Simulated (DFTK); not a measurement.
# MgO (Fm-3m) in DFTK: settings compared, part 2 of 2

DFTK 0.8.2.

### Step 3. Equation of state, r2SCAN

Contents of run.jl:

```julia
using DFTK
using PseudoPotentialData
using Unitful, UnitfulAtomic
using LinearAlgebra, Printf
include("save.jl")
disable_threading()

lines     = readlines("POSCAR")
lattice   = austrip(1u"Å") * parse(Float64, lines[2]) * hcat([parse.(Float64, split(l)) for l in lines[3:5]]...)
symbols   = vcat([fill(Symbol(s), parse(Int, n)) for (s, n) in zip(split(lines[6]), split(lines[7]))]...)
positions = [parse.(Float64, split(l)[1:3]) for l in lines[9:8+length(symbols)]]
pseudopotentials = Dict(:Mg => "Mg.upf", :O => "O.upf")
elements = Dict(s => ElementPsp(s, pseudopotentials; rcut=10.0) for s in unique(symbols))
atoms    = [elements[s] for s in symbols]

build_model(lattice, positions; symmetries=true) =
    model_DFT(lattice, atoms, positions;
              functionals=r2SCAN(),
              temperature=austrip(0.05u"eV"),
              smearing=Smearing.FermiDirac(),
              symmetries)
Ecut  = 47.0  # hartree
kgrid = [7, 7, 7]
tol   = 1e-6
to_GPa = ustrip(uconvert(u"GPa", 1u"hartree/bohr^3"))

results["points"] = []
for scale in [0.94, 0.96, 0.98, 1.0, 1.02, 1.04, 1.06]
    println("\n=== scale = ", scale)
    model = build_model(cbrt(scale) * lattice, positions)
    basis = PlaneWaveBasis(model; Ecut, kgrid)
    t0 = time()
    scfres = self_consistent_field(basis;
                                   tol,
                                   nbandsalg=AdaptiveBands(model; n_bands_converge=13))
    seconds = time() - t0
    @printf "SCF: %d iterations, %.1f s\n" scfres.n_iter seconds
    forces = compute_forces_cart(scfres)
    stress = compute_stresses_cart(scfres)
    @printf "V = %.5f Å^3  F = %.8f Ha  max force = %.5f eV/Å  p = %.4f GPa\n" ustrip(auconvert(u"Å^3", model.unit_cell_volume)) scfres.energies.total ustrip(auconvert(u"eV/Å", maximum(norm, forces))) (-tr(stress) / 3 * to_GPa)
    push!(results["points"], save_scf!(scfres; forces, stress, d=Dict{String,Any}("seconds" => seconds, "n_matvec" => get(scfres, :n_matvec, 0))))
end

# third-order Birch-Murnaghan fit in x = V^(-2/3)
V = [0.94, 0.96, 0.98, 1.0, 1.02, 1.04, 1.06] * abs(det(lattice))
E = [p["total"] for p in results["points"]]
x = V .^ (-2 / 3)
c = [x .^ 0 x x .^ 2 x .^ 3] \ E
Δ = c[3]^2 - 3c[2] * c[4]
if Δ > 0
    x0 = (-c[3] + sqrt(Δ)) / 3c[4]
    B0 = 4 / 9 * x0^(7 / 2) * (2c[3] + 6c[4] * x0)
    @printf "V0 = %.4f Å^3  B0 = %.2f GPa\n" ustrip(auconvert(u"Å^3", x0^(-3 / 2))) B0 * to_GPa
end
```

Contents of POSCAR:

```
MgO
1.0
    0.0000000000      2.0970013927      2.0970013927
    2.0970013927      0.0000000000      2.0970013927
    2.0970013927      2.0970013927      0.0000000000
Mg O
1 1
Direct
    0.0000000000      0.0000000000      0.0000000000
    0.5000000000      0.5000000000      0.5000000000
```

Potentials or basis: in-house norm-conserving set (r2SCAN, scalar relativistic).

Command:

```bash
$ julia --threads=1 run.jl  # save.jl only writes the numbers to a file and isn't shown; printed stress counts tension as positive; times include loading and compiling
```

Standard output:

```text
[... set-up lines left out ...]
n     Energy            log10(ΔE)   log10(Δρ)   log10(Δτ)   Diag   Δtime
---   ---------------   ---------   ---------   ---------   ----   ------
  1   -77.73703356673                   -0.58        1.21    5.3    8.87s
  2   -77.77292119731       -1.45       -0.65        0.16    2.6    6.55s
  3   -77.80950636357       -1.44       -1.37       -0.29    3.1    6.14s
  4   -77.80998784979       -3.32       -1.66       -0.84    2.1    5.92s
  5   -77.81019187105       -3.69       -2.36       -1.43    1.0    4.59s
  6   -77.81020397680       -4.92       -2.95       -1.77    2.0    4.91s
  7   -77.81020442467       -6.35       -3.31       -2.99    1.7    5.02s
  8   -77.81020453048       -6.98       -4.23       -3.00    2.1    5.56s
  9   -77.81020453425       -8.42       -5.36       -3.69    2.9    5.63s
 10   -77.81020453429      -10.40       -5.24       -4.49    3.6    6.79s
[... 67 further cycles ...]
  4   -77.81093093186       -3.41       -1.71       -0.85    2.0    6.36s
  5   -77.81117364875       -3.61       -2.80       -1.29    1.2    5.82s
  6   -77.81117671483       -5.51       -3.08       -2.42    2.8    7.95s
  7   -77.81117665460   +   -7.22       -3.10       -3.48    1.1    5.88s
  8   -77.81117695264       -6.53       -4.35       -2.77    1.1    5.77s
  9   -77.81117695598       -8.48       -4.29       -3.53    4.0    8.68s
 10   -77.81117695706       -8.97       -4.80       -4.09    1.0    5.71s
 11   -77.81117695713      -10.12       -5.08       -4.25    2.0    6.99s
 12   -77.81117695716      -10.66       -5.47       -5.11    1.1    5.84s
 13   -77.81117695716      -11.30       -6.00       -5.23    2.0    6.78s
SCF: 13 iterations, 92.7 s
V = 19.54934 Å^3  F = -77.81117696 Ha  max force = 0.00000 eV/Å  p = -7.5821 GPa
V0 = 18.5883 Å^3  B0 = 166.77 GPa
```

Run time: 20 min. Hardware: 1 thread of Intel Xeon Platinum 8259CL at 2.50GHz (Skylake/Cascade Lake), shared host; peak memory 1.5 GiB.

What came out:

```yaml
Equilibrium_volume: 9.29 Å³/atom
Bulk_modulus: 167 GPa
Pressure_derivative_of_the_bulk_modulus: "4.6 (rough: it moves with the points fitted)"
```

Energy against volume, from the lowest point:
```tsv
volume (Å³/atom)	energy (meV/atom)
8.668	24.69
8.853	11.59
9.037	3.61
9.221	0.00
9.406	0.35
9.590	4.29
9.775	11.46
```

Caveat: the k mesh is coarse (spacing up to 0.37 Å⁻¹), so the values aren't converged; the program warned that the kinetic-energy density falls under its von Weizsäcker bound, which can give unphysical results.

### Step 4. Equation of state, PBEsol

Changes to run.jl since step 3:

```diff
@@ -7,8 +7,13 @@
 
-lines     = readlines("POSCAR")
-lattice   = austrip(1u"Å") * parse(Float64, lines[2]) * hcat([parse.(Float64, split(l)) for l in lines[3:5]]...)
-symbols   = vcat([fill(Symbol(s), parse(Int, n)) for (s, n) in zip(split(lines[6]), split(lines[7]))]...)
-positions = [parse.(Float64, split(l)[1:3]) for l in lines[9:8+length(symbols)]]
-pseudopotentials = Dict(:Mg => "Mg.upf", :O => "O.upf")
-elements = Dict(s => ElementPsp(s, pseudopotentials; rcut=10.0) for s in unique(symbols))
+lines = readlines("MgO.cif")
+tag(name) = parse(Float64, split(only(filter(startswith(name), lines)))[2])
+a, b, c = tag.(["_cell_length_a", "_cell_length_b", "_cell_length_c"])
+α, β, γ = deg2rad.(tag.(["_cell_angle_alpha", "_cell_angle_beta", "_cell_angle_gamma"]))
+cx, cy  = cos(β), (cos(α) - cos(β) * cos(γ)) / sin(γ)
+lattice = austrip(1u"Å") * [a b*cos(γ) c*cx; 0 b*sin(γ) c*cy; 0 0 c*sqrt(1 - cx^2 - cy^2)]
+sites     = split.(lines[findlast(startswith("_atom_site_"), lines)+1:end])
+symbols   = [Symbol(s[2]) for s in sites]
+positions = [parse.(Float64, s[5:7]) for s in sites]
+pseudopotentials = PseudoFamily("dojo.nc.sr.pbesol.v0_4_1.standard.upf")
+elements = Dict(s => ElementPsp(s, pseudopotentials) for s in unique(symbols))
 atoms    = [elements[s] for s in symbols]
@@ -17,3 +22,3 @@
     model_DFT(lattice, atoms, positions;
-              functionals=r2SCAN(),
+              functionals=PBEsol(),
               temperature=austrip(0.05u"eV"),
@@ -21,3 +26,3 @@
               symmetries)
-Ecut  = 47.0  # hartree
+Ecut  = 42.0  # hartree
 kgrid = [7, 7, 7]
```

Contents of MgO.cif:

```cif
data_MgO
_cell_length_a 2.96560781
_cell_length_b 2.96560781
_cell_length_c 2.96560781
_cell_angle_alpha 60.00000000
_cell_angle_beta 60.00000000
_cell_angle_gamma 60.00000000
_space_group_name_H-M_alt 'P1'
_space_group_name_Hall 'P 1'
_space_group_IT_number 1
loop_
_space_group_symop_operation_xyz
'x,y,z'
loop_
_atom_site_label
_atom_site_type_symbol
_atom_site_symmetry_multiplicity
_atom_site_Wyckoff_symbol
_atom_site_fract_x
_atom_site_fract_y
_atom_site_fract_z
_atom_site_occupancy
Mg1 Mg 1 a 0.0000000000 0.0000000000 0.0000000000 1
O1 O 1 a 0.5000000000 0.5000000000 0.5000000000 1
```

Potentials or basis: dojo.nc.sr.pbesol.v0_4_1.standard.upf (PBEsol).

Command:

```bash
$ julia --threads=1 run.jl  # save.jl only writes the numbers to a file and isn't shown; printed stress counts tension as positive; times include loading and compiling
```

It took 3.4 min on 1 thread of Intel Xeon 6975P-C (Granite Rapids), shared host; peak memory 1.5 GiB.

Results (log left out):

```yaml
Equilibrium_volume: 9.35 Å³/atom
Bulk_modulus: 157 GPa
Pressure_derivative_of_the_bulk_modulus: 4.1
```

Energy against volume, from the lowest point:
```tsv
volume (Å³/atom)	energy (meV/atom)
8.668	28.00
8.853	14.38
9.037	5.47
9.221	0.81
9.406	0.00
9.590	2.68
9.775	8.48
```

Caveat: the k mesh is coarse (spacing up to 0.37 Å⁻¹), so the values aren't converged.

### Step 5. Band structure, BJ06

Contents of run.jl:

```julia
using DFTK
using PseudoPotentialData
using Unitful, UnitfulAtomic
using LinearAlgebra, Printf
include("save.jl")
disable_threading()

lines     = readlines("POSCAR")
lattice   = austrip(1u"Å") * parse(Float64, lines[2]) * hcat([parse.(Float64, split(l)) for l in lines[3:5]]...)
symbols   = vcat([fill(Symbol(s), parse(Int, n)) for (s, n) in zip(split(lines[6]), split(lines[7]))]...)
positions = [parse.(Float64, split(l)[1:3]) for l in lines[9:8+length(symbols)]]
pseudopotentials = Dict(:Mg => "Mg.upf", :O => "O.upf")
elements = Dict(s => ElementPsp(s, pseudopotentials; rcut=10.0) for s in unique(symbols))
atoms    = [elements[s] for s in symbols]

build_model(lattice, positions; symmetries=true) =
    model_DFT(lattice, atoms, positions;
              functionals=[:mgga_x_tb09, :lda_c_pw],
              temperature=austrip(0.05u"eV"),
              smearing=Smearing.FermiDirac(),
              symmetries)
Ecut  = 47.0  # hartree
kgrid = [9, 9, 9]
tol   = 1e-6
to_GPa = ustrip(uconvert(u"GPa", 1u"hartree/bohr^3"))

model = build_model(lattice, positions)
basis = PlaneWaveBasis(model; Ecut, kgrid)
display(basis)
scfres = self_consistent_field(basis;
                               tol,
                               nbandsalg=AdaptiveBands(model; n_bands_converge=13),
                               solver=ScfAndersonSolver())
display(scfres.energies)
@printf "Fermi level: %.6f eV\n" ustrip(auconvert(u"eV", something(scfres.εF, NaN)))
println("Levels at the first k-point (eV): ", round.(ustrip.(auconvert.(u"eV", scfres.eigenvalues[1][1:scfres.n_bands_converge])); digits=4))
save_scf!(scfres)

points = Dict("G" => [0.0, 0.0, 0.0], "K" => [0.375, 0.375, 0.75], "L" => [0.5, 0.5, 0.5], "U" => [0.625, 0.25, 0.625], "W" => [0.5, 0.25, 0.75], "X" => [0.5, 0.0, 0.5])
segments = [("G", "X", 7), ("X", "W", 4), ("W", "K", 3), ("K", "G", 7), ("G", "L", 6), ("L", "U", 4), ("U", "W", 3), ("W", "L", 5), ("L", "K", 4), ("U", "X", 3)]
kcoords = vcat([[points[a] + t * (points[b] - points[a]) for t in range(0, 1, n)] for (a, b, n) in segments]...)
bands = compute_bands(scfres, ExplicitKpoints(kcoords); n_bands=15, tol=1e-5)
for (k, ε) in zip(bands.basis.kpoints, bands.eigenvalues)
    @printf "%d %8.4f %8.4f %8.4f " k.spin k.coordinate...
    println(join([@sprintf("%9.4f", e) for e in ustrip.(auconvert.(u"eV", ε .- scfres.εF))]))
end
results["band_energies"] = rows(bands.eigenvalues); results["band_kpoints"] = rows(kcoords)
```

POSCAR is that of step 3.

Potentials or basis: in-house norm-conserving set (r2SCAN, scalar relativistic).

Command:

```bash
$ julia --threads=1 run.jl  # save.jl only writes the numbers to a file and isn't shown; printed stress counts tension as positive; times include loading and compiling
```

Standard output:

```text
[... set-up lines left out ...]
n     Energy            log10(ΔE)   log10(Δρ)   log10(Δτ)   Diag   Δtime
---   ---------------   ---------   ---------   ---------   ----   ------
  1   -64.08049728855                   -0.65        1.24    5.1    8.85s
  2   -64.49691474954       -0.38       -0.78        0.60    2.2    6.30s
  3   -64.32471636954   +   -0.76       -1.16       -0.23    3.2    6.73s
  4   -64.42437261043       -1.00       -1.47       -0.79    2.3    5.74s
  5   -64.40590990183   +   -1.73       -2.16       -1.91    1.7    4.50s
  6   -64.40249301324   +   -2.47       -2.57       -1.65    1.7    5.15s
  7   -64.40376017083       -2.90       -3.36       -2.27    1.1    4.73s
  8   -64.40432604666       -3.25       -3.66       -2.83    2.4    5.64s
  9   -64.40424298565   +   -4.08       -4.28       -3.47    1.3    5.03s
 10   -64.40422854634   +   -4.84       -4.82       -4.06    2.2    5.97s
 11   -64.40422672566   +   -5.74       -5.76       -4.88    2.1    5.38s
 12   -64.40422606565   +   -6.18       -5.82       -4.98    3.2    6.07s
 13   -64.40422580433   +   -6.58       -6.35       -5.48    1.1    5.80s
Energy breakdown (in Ha):
    Kinetic             45.8854773
    AtomicLocal         -63.9534207
    AtomicNonlocal      -19.7048818
    Ewald               -47.5873828
    PspCorrection       1.4554239
    Hartree             20.7235529
    Xc                  -1.2229945
    Entropy             0.0000000

    total               -64.404225804334
Fermi level: 7.337966 eV
Levels at the first k-point (eV): [-68.6508, -36.1986, -36.1986, -36.1986, -12.8863, 4.3844, 4.3844, 4.3844, 10.2915, 20.8805, 20.8805, 20.8805, 25.3971]
1   0.0000   0.0000   0.0000  -75.9888 -43.5366 -43.5366 -43.5366 -20.2243  -2.9536  -2.9536  -2.9536   2.9536  13.5426  13.5426  13.5426  18.0591  18.9402  18.9402
1   0.0833   0.0000   0.0833  -75.9880 -43.5413 -43.5382 -43.5382 -20.1257  -3.4161  -3.0602  -3.0602   3.4948  12.4022  13.7948  13.7948  17.5130  19.1510  19.6710
1   0.1667   0.0000   0.1667  -75.9859 -43.5540 -43.5429 -43.5429 -19.8537  -4.4115  -3.3364  -3.3364   4.7321  10.6174  14.4583  14.4583  15.2587  19.7750  22.8700
1   0.2500   0.0000   0.2500  -75.9830 -43.5704 -43.5492 -43.5492 -19.4769  -5.4375  -3.6826  -3.6826   6.1434   9.0869  13.1827  15.3159  15.3159  20.7799  25.0421
1   0.3333   0.0000   0.3333  -75.9802 -43.5859 -43.5556 -43.5556 -19.0945  -6.2472  -3.9990  -3.9990   7.3191   7.9615  11.7059  16.1432  16.1432  22.0770  24.9429
1   0.4167   0.0000   0.4167  -75.9781 -43.5966 -43.5602 -43.5602 -18.8120  -6.7443  -4.2147  -4.2147   7.2784   7.8203  11.1921  16.7525  16.7525  23.4062  23.7611
[... 38 lines left out ...]
1   0.5625   0.1250   0.5625  -75.9773 -43.5974 -43.5669 -43.5603 -18.6933  -6.7621  -4.7135  -4.2382   7.4326   8.3575  11.0432  16.5886  16.6341  23.8345  24.5691
1   0.5000   0.0000   0.5000  -75.9773 -43.6004 -43.5619 -43.5619 -18.7083  -6.9092  -4.2906  -4.2906   7.0497   7.8430  11.2192  16.9812  16.9812  23.2338  24.0657
```

It took 1.8 min on 1 thread of Intel Xeon Platinum 8259CL at 2.50GHz (Skylake/Cascade Lake), shared host; peak memory 1.6 GiB.

What came out:

| Item | Value |
| --- | --- |
| Band gap on the k mesh | 5.91 eV, direct |
| Band gap along the path | 5.91 eV, direct |

Levels at the corners of the path, in eV from the valence-band top:
```
point  band 6  band 7  band 8  band 9  band 10  band 11
    Γ    0.00    0.00    0.00    5.91    16.50    16.50
    X   -3.96   -1.34   -1.34   10.00    10.80    14.17
    W   -2.86   -2.86   -1.72   12.60    12.60    12.96
    K   -3.38   -2.62   -1.13   10.98    12.61    13.55
    Γ    0.00    0.00    0.00    5.91    16.50    16.50
    L   -4.45   -0.65   -0.65    8.87    13.68    16.84
    U   -3.38   -2.62   -1.13   10.98    12.61    13.55
    W   -2.86   -2.86   -1.72   12.60    12.60    12.96
    L   -4.45   -0.65   -0.65    8.87    13.68    16.84
    K   -3.38   -2.62   -1.13   10.98    12.61    13.55
    U   -3.38   -2.62   -1.13   10.98    12.61    13.55
    X   -3.96   -1.34   -1.34   10.00    10.80    14.17
```

Caveat: the program leaves the constant c of mgga_x_tb09 at 1, so the potential is Becke-Johnson's (BJ06) and not Tran and Blaha's, with levels but no total energy; the program warned that the kinetic-energy density falls under its von Weizsäcker bound, which can give unphysical results; the potentials were made for another functional, which shifts forces and pressure.

### Step 6. Equation of state, LDA

Contents of run.jl:

```julia
using DFTK
using PseudoPotentialData
using Unitful, UnitfulAtomic
using LinearAlgebra, Printf
using AtomsBase
include("save.jl")
disable_threading()

cell = [[0.0, 2.0970013927, 2.0970013927],
        [2.0970013927, 0.0, 2.0970013927],
        [2.0970013927, 2.0970013927, 0.0]]u"Å"
system = periodic_system([:Mg => [0.0, 0.0, 0.0],
                          :O => [0.5, 0.5, 0.5]],
                         cell; fractional=true)
lattice   = austrip.(hcat(cell_vectors(system)...))
symbols   = atomic_symbol(system, :) .|> Symbol
positions = [lattice \ austrip.(position(system, i)) for i in 1:length(system)]
pseudopotentials = PseudoFamily("dojo.nc.sr.lda.v0_4_1.standard.upf")
elements = Dict(s => ElementPsp(s, pseudopotentials) for s in unique(symbols))
atoms    = [elements[s] for s in symbols]

build_model(lattice, positions; symmetries=true) =
    model_DFT(lattice, atoms, positions;
              functionals=LDA(),
              temperature=austrip(0.05u"eV"),
              smearing=Smearing.FermiDirac(),
              symmetries)
Ecut  = 42.0  # hartree
kgrid = [7, 7, 7]
tol   = 1e-6
to_GPa = ustrip(uconvert(u"GPa", 1u"hartree/bohr^3"))

results["points"] = []
for scale in [0.94, 0.96, 0.98, 1.0, 1.02, 1.04, 1.06]
    println("\n=== scale = ", scale)
    model = build_model(cbrt(scale) * lattice, positions)
    basis = PlaneWaveBasis(model; Ecut, kgrid)
    t0 = time()
    scfres = self_consistent_field(basis;
                                   tol,
                                   nbandsalg=AdaptiveBands(model; n_bands_converge=13))
    seconds = time() - t0
    @printf "SCF: %d iterations, %.1f s\n" scfres.n_iter seconds
    forces = compute_forces_cart(scfres)
    stress = compute_stresses_cart(scfres)
    @printf "V = %.5f Å^3  F = %.8f Ha  max force = %.5f eV/Å  p = %.4f GPa\n" ustrip(auconvert(u"Å^3", model.unit_cell_volume)) scfres.energies.total ustrip(auconvert(u"eV/Å", maximum(norm, forces))) (-tr(stress) / 3 * to_GPa)
    push!(results["points"], save_scf!(scfres; forces, stress, d=Dict{String,Any}("seconds" => seconds, "n_matvec" => get(scfres, :n_matvec, 0))))
end

# third-order Birch-Murnaghan fit in x = V^(-2/3)
V = [0.94, 0.96, 0.98, 1.0, 1.02, 1.04, 1.06] * abs(det(lattice))
E = [p["total"] for p in results["points"]]
x = V .^ (-2 / 3)
c = [x .^ 0 x x .^ 2 x .^ 3] \ E
Δ = c[3]^2 - 3c[2] * c[4]
if Δ > 0
    x0 = (-c[3] + sqrt(Δ)) / 3c[4]
    B0 = 4 / 9 * x0^(7 / 2) * (2c[3] + 6c[4] * x0)
    @printf "V0 = %.4f Å^3  B0 = %.2f GPa\n" ustrip(auconvert(u"Å^3", x0^(-3 / 2))) B0 * to_GPa
end
```

Potentials or basis: dojo.nc.sr.lda.v0_4_1.standard.upf (LDA).

Command:

```bash
$ julia --threads=1 run.jl  # save.jl only writes the numbers to a file and isn't shown; printed stress counts tension as positive; times include loading and compiling
```

Wall time 5.6 min (1 thread of Intel Xeon Platinum 8259CL at 2.50GHz (Skylake/Cascade Lake), shared host); peak memory 1.5 GiB.

It converged, with:

* Equilibrium volume: 9.00 Å³/atom
* Bulk modulus: 172 GPa
* Pressure derivative of the bulk modulus: 4.1

Energy against volume, from the lowest point:
| volume (Å³/atom) | energy (meV/atom) |
| --- | --- |
| 8.668 | 6.99 |
| 8.853 | 1.28 |
| 9.037 | 0.00 |
| 9.221 | 2.71 |
| 9.406 | 9.00 |
| 9.590 | 18.53 |
| 9.775 | 30.96 |

Caveat: the k mesh is coarse (spacing up to 0.37 Å⁻¹), so the values aren't converged.

### Step 7. For comparison

An earlier run on the cell as given: functional PBE; potentials or basis dojo.nc.sr.pbe.v0_4_1.standard.upf (PBE); cutoff 1143 eV; k mesh 11 × 11 × 11; occupations fermi-dirac, width 0.05 eV; no spin polarisation.

* Pressure: 6.7 GPa
* Band gap on the k mesh: 4.89 eV, direct

### Step 8. Overview

```tsv
task	level	potentials or basis	k mesh	cutoff (eV)	SCF solver	mesh quality	gap on the mesh (eV)	V0 of scaled cells (Å³/atom)	B0 (GPa)
band structure	PBEsol	SG15 1.2 (PBE)	11 × 11 × 11	1225	-	not flagged	4.74	-	-
equation of state	r2SCAN	in-house norm-conserving set (r2SCAN, scalar relativistic)	7 × 7 × 7	1279	-	coarse	-	9.29	167
equation of state	PBEsol	dojo.nc.sr.pbesol.v0_4_1.standard.upf (PBEsol)	7 × 7 × 7	1143	-	coarse	-	9.35	157
band structure	BJ06	in-house norm-conserving set (r2SCAN, scalar relativistic)	9 × 9 × 9	1279	ScfAndersonSolver	not flagged	5.91	-	-
equation of state	LDA	dojo.nc.sr.lda.v0_4_1.standard.upf (LDA)	7 × 7 × 7	1143	-	coarse	-	9.00	172
```

Alike in all rows: no spin polarisation; cell as given; smearing fermi-dirac 0.05 eV.

Caveats: some runs use coarse meshes; the potentials were made for another functional, which shifts forces and pressure (some runs); the program warned that the kinetic-energy density falls under its von Weizsäcker bound, which can give unphysical results (some runs); the program leaves the constant c of mgga_x_tb09 at 1, so the potential is Becke-Johnson's (BJ06) and not Tran and Blaha's, with levels but no total energy (some runs).

Total energies depend on the potentials used, so only differences within one code and one set of settings carry meaning.

### Step 9. How close it comes

Step 2. Measured gap of MgO: 7.83 eV (quoted in “Electronic structure of alkaline earth and post-transition metal oxides”, 2009, arxiv:0908.1581). This calculation gives 4.74 eV (-3.09 eV). The value is that of PBEsol, without temperature or zero-point motion. Semilocal functionals fall short of measured gaps as a rule. The cell is a database's relaxed one, not the measured one, which moves gaps too.

Step 5. Against the measured gap of MgO, 7.83 eV (quoted in “Electronic structure of alkaline earth and post-transition metal oxides”, 2009, arxiv:0908.1581), the calculated 5.91 eV is off by -1.92 eV. The value is that of BJ06, without temperature or zero-point motion. The cell is a database's relaxed one, not the measured one, which moves gaps too.
